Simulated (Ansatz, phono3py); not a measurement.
# AlAs (F-43m): lattice thermal conductivity

How well does the lattice of AlAs conduct heat?

Experimental results on record:
- thermal conductivity 98 W/m/K near room temperature (given in “Combining the AFLOW GIBBS and Elastic Libraries to efficiently and robustly screen thermo-mechanical properties of solids”, 2017, arXiv:1611.05714)

Calculated with Ansatz 0.2.0; DFT LDA, scalar-relativistic, plane waves, PAW.

## 1. The starting structure

The structure is cubic, space group F-43m (No. 216). Conventional cell: a = 5.661 Å, b = 5.661 Å, c = 5.661 Å, α = 90.00°, β = 90.00°, γ = 90.00°. Nearest to Al lie 4 As at 2.45 Å. Nearest to As lie 4 Al at 2.45 Å. Farther neighbours are not listed.

## 2. Probe on a coarse mesh

Before spending time, one coarse run tells the gap and the pressure of the starting cell.

Contents of input.yaml:

```yaml
crystal:
  lattice:
    - [0.0, 2.8304, 2.8304]
    - [2.8304, 0.0, 2.8304]
    - [2.8304, 2.8304, 0.0]
  atoms:
    - { symbol: Al, position: [0.0, 0.0, 0.0] }
    - { symbol: As, position: [0.25, 0.25, 0.25] }
kpoints:
  mp_grid: { grid: [6, 6, 6] }
hamiltonian:
  xc: lda
scf:
  occupations: { method: gaussian, width: 0.1 }
  lower_state_search: "off"
output:
  forces: true
  stress: true
  eigenvalues: true
```

The run is started by

```bash
> ansatz run input.yaml --threads 4 --pin off --max-ram 16384MiB --backend cpu --events-out ev --progress --plain --runs-dir out
```

Numbers of over 12 decimals in the logs are rounded to 6 here.

Output:

```text
Engine: ansatz 0.2.0, aarch64-unknown-linux-gnu
Pseudopotentials: kind: paw
Pseudopotential: Al, paw, valence charge 3, recommended cutoff 420 eV (normal), Al.paw.azcp
Pseudopotential: As, paw, valence charge 15, recommended cutoff 420 eV (normal), As.paw.azcp
Functional definition: SPW92
  exchange = slater_x
  correlation = pw_c
Crystal: 2 atoms, lattice volume = 45.350 Å³
Basis set: ecut = 420 eV, 893 PW (Γ)
Bands: 13, of which v1, the nominal top of the filled ones, is band 9 counted from 1 (8 counted from 0)
Symmetry: 24 space group operations
Space group: F-43m (ITA 216), of the structure as read, at distance tolerance 3.6e-5 Å
k-points: 16 of 216 (time reversal used)
Non-local potential: Al, projectors of the file, l = 0: 2, l = 1: 2, l = 2: 1
Non-local potential: As, projectors of the file, l = 0: 2, l = 1: 2, l = 2: 3, l = 3: 1
PAW form: soft (Blöchl's): semilocal exchange-correlation on the pseudo side does not see the compensation charge
PAW frozen core: Al, regenerated for the run's functional, and the local potential with it (the file was generated under x = pbe(κ = 0.804, μ = 0.219515), c = pbe(β = 0.066725))
PAW frozen core: As, regenerated for the run's functional, and the local potential with it (the file was generated under x = pbe(κ = 0.804, μ = 0.219515), c = pbe(β = 0.066725))
PAW one-centre angular grid: Al, 110 points (default); XC on 64 Gauss nodes
PAW one-centre angular grid: As, 590 points (default); XC on 64 Gauss nodes
Initial density: superposition of atomic densities (neutral atoms: chi_scale 0, normalization atom), corrected by the library's trained network
Initial wavefunctions: pseudopotential atomic-orbital guess
Functional: x = slater, c = lda
SCF iter   1: F=—  HF=-5287.476707 eV  |F-HF|=—  |Δ(HF+E_count)|=         —  Δρ=3.90e-3  dr2=3.54e-3  ethr=1.77e-3  ⟨swp⟩=5.2  Hψ=1214  notcnv=0
preconditioner: auto → none  [insulator: Δε(μ)=1.341 eV  Ē_g=9.854 eV  σ=0.100 eV  W_gap=1.00  n_scr=14 (ndim 8)  ℏωp=15.6 eV  f_vac=0.006  D(μ)=0.00/eV (n_scr^D=0)  ε∞_Penn≈3.5]
SCF iter   2: F=—  HF=-5287.475766 eV  |F-HF|=—  |Δ(HF+E_count)|=   9.40e-4  Δρ=1.93e-3  dr2=7.91e-4  ethr=1.97e-5  ⟨swp⟩=1.4  Hψ=353  notcnv=0
SCF iter   3: F=—  HF=-5287.475659 eV  |F-HF|=—  |Δ(HF+E_count)|=   1.07e-4  Δρ=1.35e-4  dr2=8.36e-6  ethr=4.39e-6  ⟨swp⟩=1.4  Hψ=244  notcnv=0
SCF iter   4: F=—  HF=-5287.475657 eV  |F-HF|=—  |Δ(HF+E_count)|=   2.70e-6  Δρ=1.42e-5  dr2=6.59e-8  ethr=4.64e-8  ⟨swp⟩=2.0  Hψ=349  notcnv=0
iter 5 did not close the SCF: its close was put off for the readings that it lacked (scf_convergence_deferred on its scf_iter line)
SCF iter   5: F=-5287.475656 eV  HF=-5287.475656 eV  |F-HF|=4.27e-8  |Δ(HF+E_count)|=   3.41e-7  Δρ=1.03e-5  dr2=2.54e-8  ethr=3.66e-10  ⟨swp⟩=2.0  Hψ=352  notcnv=0
SCF iter   6: F=-5287.475656 eV  HF=-5287.475656 eV  |F-HF|=9.48e-9  |Δ(HF+E_count)|=   1.51e-8  Δρ=2.96e-6  dr2=5.48e-9  ethr=1.41e-10  ⟨swp⟩=2.0  Hψ=711  notcnv=0
SCF 1 converged in 6 iterations: F = -5287.475656 eV  dr2 = 5.48e-9
  greatest PAW one-centre occupation: 0.999 electrons in one spin orbital (limit 2), on the As atom at site 1 (counted from 0), in its partial waves of l = 2
SCF converged after 6 iterations
Free energy (F): -5287.475656 eV
Harris-Foulkes:  -5287.475656 eV  (|F-HF|=9.48e-9)
Internal energy: -5287.475656 eV  (E = F + TS)
E sigma→0 (E₀):  -5287.475656 eV
Fermi energy:    6.799699 eV
--- Per-component energies (eV) ---
  E_band       = -272.305807
  E_kinetic    = 127.364220
  E_local      = -2122.671832  (includes V_loc(G=0)·N_el)
  E_nonlocal   = -654.139852
  E_hartree    = 1132.046475
  E_xc         = -118.396404
  E_vxc        = -109.058343  (∫ρ·V_xc dr)
  E_paw        = -2197.473157  (= ΣΔE_a)
  E_vpaw       = 222.103522  (= ΣTr[D̂ρ^β])
  E_aug_tail   = 0.000005  (compensation charges beyond the density's cutoff)
  E_ewald      = -1456.336059
  E_core_change = 2.130947  (= ΣΔE_core)
  E_smearing   = -0.000000  (= −TS)
  E_closure    = 0.000000  (closes the sum)
  Σ components = -5287.475656   (vs F -5287.475656, Δ=0.00e0)
--- Forces (eV/Å), atoms counted from 1 ---
  atom   1  Al     0.00000000    -0.00000000     0.00000000
  atom   2  As    -0.00000000    -0.00000000     0.00000000
  max |Σ_I F_I| component: 1.90e-16 eV/Å
--- Stress (GPa, compression-positive) ---
       -1.216580      -0.000000      -0.000000
       -0.000000      -1.216580       0.000000
       -0.000000       0.000000      -1.216580
  P = ⅓ Tr σ = -1.2166 GPa (-12.166 kbar)
--- Band table (eV; the first three rows and the last of 16) ---
  k-point 0: bands = [... 5 lower, -5.7833, 6.1267, 6.1267, 6.1267, 7.9732, 10.3891, 10.3891, 10.3891]
  k-point 1: bands = [... 5 lower, -5.5169, 3.9968, 5.8652, 5.8652, 8.8152, 10.8216, 10.8216, 11.2226]
  k-point 2: bands = [... 5 lower, -4.8444, 1.6115, 5.4673, 5.4673, 8.3690, 10.9571, 10.9571, 13.4799]
  k-point 15: bands = [... 5 lower, -3.8142, 0.9288, 3.1818, 3.4325, 9.2190, 10.1660, 13.1608, 13.8765]
```

It took 3.4 s on 4 threads of Arm Neoverse V2, shared host; peak memory 0.35 GiB; 1.5 s of CPU time.

Numbers from this step:

```
pressure          : -1.217 GPa
gap on the k-mesh : 1.346 eV
volume per atom   : 22.67 Å³/atom
```

The start is under -1.2 GPa at this level and looks like an insulator or semiconductor on this mesh.

## 3. Finding the static equilibrium

Phonons are second derivatives about a minimum, so cell and atoms are relaxed first, inside the symmetry of the start.

input.yaml, the sections that differ from step 2:

```yaml
kpoints:
  mp_grid: { grid: [8, 8, 8] }
scf:
  occupations: { method: gaussian, width: 0.02 }
  lower_state_search: "off"
output:
  forces: true
  stress: true
  eigenvalues: true
  write_density: true
  write_potential: true
  elf: true
  volumetric_format: npy
relax:
  adjacent_minimum: "off"
  f_tol: 0.005
  max_steps: 80
  cell: { stress_tol: 0.05 }
# crystal, hamiltonian: as in step 2
```

Output:

```text
[...]
Crystal: 2 atoms, lattice volume = 45.350 Å³
Basis set: ecut = 420 eV, 893 PW (Γ)
Bands: 13, of which v1, the nominal top of the filled ones, is band 9 counted from 1 (8 counted from 0)
Symmetry: 24 space group operations
[...]
k-points: 29 of 512 (time reversal used)
[...]
SCF iter   1: F=—  HF=-5287.488110 eV  |F-HF|=—  |Δ(HF+E_count)|=         —  Δρ=4.01e-3  dr2=4.03e-3  ethr=1.77e-3  ⟨swp⟩=6.0  Hψ=2368  notcnv=0
[...]
SCF iter   6: F=-5287.487017 eV  HF=-5287.487017 eV  |F-HF|=3.33e-10  |Δ(HF+E_count)|=   3.83e-8  Δρ=2.73e-6  dr2=1.70e-9  ethr=1.67e-10  ⟨swp⟩=5.1  Hψ=2017  notcnv=0
SCF 1 converged in 6 iterations: F = -5287.487017 eV  dr2 = 1.70e-9
[...]
relax step   1: F+E_penalty+E_count = -5287.48701721 eV  Δ(F+E_penalty+E_count) = +0.000e0 eV  max|allowed force component| = 8.847e-17 eV/Å  Δτ_max = 0.0000 Å  P = -1.229 GPa  Ω = 45.350 Å³  (6 SCF iters, dr2 threshold 1.00e-7 eV, accepted)
Crystal: 2 atoms, lattice volume = 44.691 Å³
[...]
iter 1 solved again at ethr=2.09e-6 eV; its pass at ethr=3.10e-3 eV (dr2=3.76e-4 eV) is discarded
[...]
SCF iter   4: F=-5287.490044 eV  HF=-5287.490044 eV  |F-HF|=4.07e-8  |Δ(HF+E_count)|=   1.77e-6  Δρ=2.22e-5  dr2=1.36e-7  ethr=1.11e-9  ⟨swp⟩=6.2  Hψ=2239  notcnv=0
SCF 2 converged in 4 iterations: F = -5287.490044 eV  dr2 = 1.36e-7
relax step   2: F+E_penalty+E_count = -5287.49004406 eV  Δ(F+E_penalty+E_count) = -3.027e-3 eV  max|allowed force component| = 3.444e-17 eV/Å  Δτ_max = 0.0000 Å  P = -0.163 GPa  Ω = 44.691 Å³  energy of the carried Pulay correction = +1.368e-4 eV  (4 SCF iters, dr2 threshold 2.00e-7 eV, accepted)
Crystal: 2 atoms, lattice volume = 44.592 Å³
[...]
SCF iter   4: F=-5287.490114 eV  HF=-5287.490114 eV  |F-HF|=8.12e-10  |Δ(HF+E_count)|=   5.49e-8  Δρ=3.66e-6  dr2=3.58e-9  ethr=3.69e-10  ⟨swp⟩=7.2  Hψ=2064  notcnv=0
SCF 3 converged in 4 iterations: F = -5287.490114 eV  dr2 = 3.58e-9
relax step   3: F+E_penalty+E_count = -5287.49011388 eV  Δ(F+E_penalty+E_count) = -6.982e-5 eV  max|allowed force component| = 1.941e-17 eV/Å  Δτ_max = 0.0000 Å  P = +0.004 GPa  Ω = 44.592 Å³  energy of the carried Pulay correction = +1.575e-4 eV  (4 SCF iters, dr2 threshold 6.64e-8 eV, accepted)
[...]
SCF iter   5: F=-5287.489962 eV  HF=-5287.489962 eV  |F-HF|=9.09e-13  |Δ(HF+E_count)|=  3.09e-11  Δρ=4.78e-8  dr2=3.56e-13  ethr=1.00e-12  ⟨swp⟩=5.0  Hψ=1360  notcnv=0
SCF 4 converged in 5 iterations: F = -5287.489962 eV  dr2 = 3.56e-13
relax step   4: F+E_penalty+E_count = -5287.48996166 eV  Δ(F+E_penalty+E_count) = +1.522e-4 eV  max|allowed force component| = 1.070e-17 eV/Å  Δτ_max = 0.0000 Å  P = -0.000 GPa  Ω = 44.592 Å³  stress off target by 6.12e-5 GPa  SCF on the basis re-selected at this cell (its energy is not comparable with the rows above)  (5 SCF iters)
basis re-selected at this cell: Δ(F+E_penalty+E_count) = +1.522e-4 eV, ΔP = -0.005 GPa vs the last step (what re-selecting the basis moved, of the pressure what is left beyond the Pulay correction that the steps carried, after the strain that the cell walked since its last selection, with what the two solves' SCF thresholds leave and, on support functions, any second-order correction that the steps lacked; it is no m [...]
SCF converged after 5 iterations
Free energy (F): -5287.489962 eV
[...]
Internal energy: -5287.489962 eV  (E = F + TS)
E sigma→0 (E₀):  -5287.489962 eV
Fermi energy:    6.967843 eV
[...]
--- Stress (GPa, compression-positive) ---
       -0.000061      -0.000000      -0.000000
       -0.000000      -0.000061       0.000000
       -0.000000       0.000000      -0.000061
  P = ⅓ Tr σ = -0.0001 GPa (-0.001 kbar)
--- Band table (eV; the first three rows and the last of 29) ---
  k-point 0: bands = [... 5 lower, -5.6979, 6.3061, 6.3061, 6.3061, 8.2878, 10.6025, 10.6025, 10.6025]
  k-point 1: bands = [... 5 lower, -5.5427, 4.8471, 6.1435, 6.1435, 9.0571, 10.8867, 10.8867, 10.9905]
  k-point 2: bands = [... 5 lower, -5.1118, 2.8633, 5.8231, 5.8231, 8.8724, 11.2230, 11.2230, 12.7303]
  k-point 28: bands = [... 5 lower, -3.6656, 1.1726, 3.0531, 3.4215, 10.5672, 11.9653, 11.9919, 12.3132]
--- Relaxed structure (3 steps of the walk, 3 accepted, 1 SCFs on fresh bases) ---
  F+E_penalty+E_count = -5287.48996166 eV   max|allowed force component| = 1.070e-17 eV/Å   (the final SCF, on the basis selected at the relaxed cell)
  cell:  # Å, volume = 44.5917 Å³
    - [0, 2.814544, 2.814544]
    - [2.814544, 0, 2.814544]
    - [2.814544, 2.814544, 0]
  atoms:
    - { symbol: Al, position: [0, 0, 0] }
    - { symbol: As, position: [0.250000, 0.250000, 0.250000] }
```

Wall time 2.1 s (4 threads); peak memory 0.39 GiB; 7.1 s of CPU time.

The steps of the relaxation:

| step | energy less that of the first step (eV) | largest force component (eV/Å) | pressure (GPa) | volume (Å³) |
| --- | --- | --- | --- | --- |
| 1 | 0.0000 | 0.0000 | -1.23 | 45.35 |
| 2 | -0.0030 | 0.0000 | -0.16 | 44.69 |
| 3 | -0.0031 | 0.0000 | 0.00 | 44.59 |
| 4* | -0.0029 | 0.0000 | 0.00 | 44.59 |

Relaxation steps marked * repeat the geometry before them on a plane-wave basis chosen anew for their cell, so energy and pressure can jump there.

The run keeps the 24 symmetry operations that it works with, so distortions that break them were not tested.

| conventional cell, symmetrised | before | after | change |
| --- | --- | --- | --- |
| a (Å) | 5.661 | 5.629 | -0.6 % |
| b (Å) | 5.661 | 5.629 | -0.6 % |
| c (Å) | 5.661 | 5.629 | -0.6 % |
| volume (Å³/atom) | 22.67 | 22.30 | -1.7 % |

The relaxed structure:

```xyz
2
Lattice="0.0000 2.8145 2.8145 2.8145 0.0000 2.8145 2.8145 2.8145 0.0000" Properties=species:S:1:pos:R:3 pbc="T T T"
Al    0.0000    0.0000    0.0000
As    1.4073    1.4073    1.4073
```

This step gave:

```
pressure          : -6.12e-5 GPa
gap on the k-mesh : 1.323 eV
volume per atom   : 22.30 Å³/atom
```

ELF in the ac plane of a cell with a along [110], b along [-110] and c along [001] of the cube at fractional y = 0.000, with atoms of Al and As within 0.2 Å of it. It is the smooth field of the valence electrons, not physical close to the nuclei.

Values, 8 rows by 16 columns, each cell a mean:
```
0.17 0.70 0.84 0.69 0.66 0.80 0.83 0.29 0.17 0.70 0.84 0.69 0.66 0.80 0.83 0.29
0.44 0.77 0.72 0.37 0.29 0.63 0.80 0.56 0.44 0.77 0.72 0.37 0.29 0.63 0.80 0.56
0.16 0.47 0.60 0.44 0.38 0.58 0.55 0.24 0.16 0.47 0.60 0.44 0.38 0.58 0.55 0.24
0.03 0.16 0.43 0.61 0.63 0.51 0.24 0.05 0.03 0.16 0.43 0.61 0.63 0.51 0.24 0.05
0.03 0.04 0.09 0.20 0.22 0.12 0.05 0.03 0.03 0.04 0.09 0.20 0.22 0.12 0.05 0.03
0.17 0.11 0.05 0.03 0.03 0.04 0.09 0.16 0.17 0.11 0.05 0.03 0.03 0.04 0.09 0.16
0.33 0.27 0.14 0.06 0.04 0.10 0.23 0.32 0.33 0.27 0.14 0.06 0.04 0.10 0.23 0.32
0.09 0.21 0.45 0.38 0.36 0.44 0.33 0.08 0.09 0.21 0.45 0.38 0.36 0.44 0.33 0.08
```
Columns run along a (8.0 Å), rows up along c (5.6 Å), edges of the conventional cell, whose origin can differ from the input's. Atoms in or near the plane, at fractional coordinates: Al at (0.50, 0.00), Al at (0.00, 0.00), As at (0.75, 0.75), As at (0.25, 0.75).

Valence density in the ac plane of a cell with a along [110], b along [-110] and c along [001] of the cube at fractional y = 0.000, with atoms of Al and As within 0.2 Å of it. It is the smooth field of the valence electrons, not physical close to the nuclei.

Ten steps, logarithmic in the rise over the least value, from '0' (0 e/Å³) to '9' (27 e/Å³), each cell a mean:
```
0011111111000111111110
0112343221101123432211
0113587421101135874211
0113799521001137995210
0012687410000126874100
0001343210000013432100
0000111100000001111000
0000000000000000000000
0000000000000000000000
0000000000000000000000
0000000000000000000000
0000000000000000000000
0000000000000000000000
0000000000000000000000
0000000010000000000100
```
Columns run along a (8.0 Å), rows up along c (5.6 Å), edges of the conventional cell, whose origin can differ from the input's. Atoms in or near the plane, at fractional coordinates: Al at (0.50, 0.00), Al at (0.00, 0.00), As at (0.75, 0.75), As at (0.25, 0.75).

Electrostatic potential energy in the ac plane of a cell with a along [110], b along [-110] and c along [001] of the cube at fractional y = 0.000, with atoms of Al and As within 0.2 Å of it. With pseudopotentials it is smooth inside the atoms' cores, unlike the true potential.

Values in eV, 8 rows by 16 columns, each cell a mean:
```
-7 -7  2 -2 -2  1 -4 -8 -7 -7  2 -2 -2  1 -4 -8
 2  4 -6  3  7 -7  3  3  2  4 -6  3  7 -7  3  3
10  8 -4 -1  2 -7  6 10 10  8 -4 -1  2 -7  6 10
11 10  8  3  2  6 10 11 11 10  8  3  2  6 10 11
11 11 10 10 10 10 11 11 11 11 10 10 10 10 11 11
 9 10 10 10 10 10 10  9  9 10 10 10 10 10 10  9
-2  3  8 10 10  9  5 -1 -2  3  8 10 10  9  5 -1
-4 -9  4  9  9  7 -5 -7 -4 -9  4  9  9  7 -5 -7
```
Columns run along a (8.0 Å; values clipped at the 3rd and 97th percentile), rows up along c (5.6 Å), edges of the conventional cell, whose origin can differ from the input's. Atoms in or near the plane, at fractional coordinates: Al at (0.50, 0.00), Al at (0.00, 0.00), As at (0.75, 0.75), As at (0.25, 0.75).

The relaxation ends with a pressure of 0.00 GPa.

## 4. Tight relaxation

The relaxation is repeated with tighter thresholds on force and stress, since phonons are sensitive to what is left; a change of mesh or smearing in the input moves the cell too.

Contents of input.yaml:

```yaml
crystal:
  lattice:
    - [0.0, 2.8145444998, 2.8145444998]
    - [2.8145444998, 0.0, 2.8145444998]
    - [2.8145444998, 2.8145444998, 0.0]
  atoms:
    - { symbol: Al, position: [0.0, 0.0, 0.0] }
    - { symbol: As, position: [0.25, 0.25, 0.25] }
kpoints:
  mp_grid: { grid: [9, 9, 9] }
hamiltonian:
  xc: lda
scf:
  occupations: { method: fixed }
  lower_state_search: "off"
output:
  forces: true
  stress: true
  eigenvalues: true
relax:
  adjacent_minimum: "off"
  f_tol: 0.001
  max_steps: 60
  cell: { stress_tol: 0.01 }
```

Output:

```text
[...]
Crystal: 2 atoms, lattice volume = 44.592 Å³
Basis set: ecut = 420 eV, 893 PW (Γ)
Bands: 13, of which v1, the nominal top of the filled ones, is band 9 counted from 1 (8 counted from 0)
Symmetry: 24 space group operations
[...]
k-points: 35 of 729 (time reversal used)
[...]
k-point 34: bands = [... 5 lower, -3.7205, 1.1840, 3.0061, 3.6886, 10.3562, 11.5214, 11.7330, 13.4862]
--- Relaxed structure (1 steps of the walk, 1 accepted, 1 SCFs on fresh bases) ---
[...]
cell:  # Å, volume = 44.5917 Å³
    - [0.0, 2.8145444998, 2.8145444998]
    - [2.8145444998, 0.0, 2.8145444998]
    - [2.8145444998, 2.8145444998, 0.0]
  atoms:
    - { symbol: Al, position: [0.0, 0.0, 0.0] }
    - { symbol: As, position: [0.25, 0.25, 0.25] }
[key lines of the parts left out:]
SCF converged after 5 iterations
Free energy (F): -5287.491078 eV
Fermi energy:    6.305439 eV
P = ⅓ Tr σ = 0.0004 GPa (0.004 kbar)
```

Run time: 1.3 s. Hardware: 4 threads; peak memory 0.39 GiB; 4.5 s of CPU time.

Little changed from the start: no atom moved by 0.005 Å and no cell edge by 0.1 %.

This step gave:

```yaml
pressure: 3.87e-4 GPa
gap_on_the_k_mesh: 1.394 eV
```

The residual pressure is 3.9e-4 GPa, small enough for phonons.

## 5. An input with a fault

This input was changed on purpose, to see how the program answers.

input.yaml, the sections that differ from step 4:

```yaml
kpoints:
  mp_grid: { grid: [6, 6, 6] }
scf:
  occupations: { method: fixed }
  lower_state_search: "off"
  max_iter: 60
output:
  eigenvalues: true
phonons:
  supercell: [2, 2, 2]
  dielectric: false
  third_order: { supercell: [2, 2, 2], pair_cutoff: 1.0 }
  lattice_thermal_conductivity:
    qmesh: [9, 9, 9]
    temperatures: [300]
    isotope_mass_variance: [{ species: Al, variance: 0.0 }, { species: As, variance: 0.0 }]
# crystal, hamiltonian: as in step 4
# relax: removed
```

Output:

```text
Error: invalid value for `phonons.third_order.pair_cutoff`: 1.0000 Å reaches no neighbour of site 0 of the crystal (counted from 0; the nearest site to it is 2.4375 Å away), so of that site only on-site third-order constants would be kept, which the sum rule sets to zero whatever the forces; raise pair_cutoff past that separation, and enlarge phonons.third_order.supercell if that is not below half its shortest translation
```

Elapsed: 0.08 s, on 4 threads; peak memory 0.13 GiB.

The program refused the input before any cycle.

The program's message: “Error: invalid value for `phonons.third_order.pair_cutoff`: 1.0000 Å reaches no neighbour of site 0 of the crystal (counted from 0; the nearest site to it is 2.4375 Å away), so of that site only on-si …”

The fault put into the input: a pair cutoff that reaches no neighbour.

[end of part 1 of 3]

[Logs are printed without paths, hosts, clocks, repeated set-up lines and the standing remarks that a program may print on its own settings, such as how far it seeks lower states.]

[Hosts, paths, dates, database ids (printed as entryN), source tags and the programs' standing remarks are cut or masked in the printed files.]

[A step with changed settings may run another functional than the one named; its input shows which.]
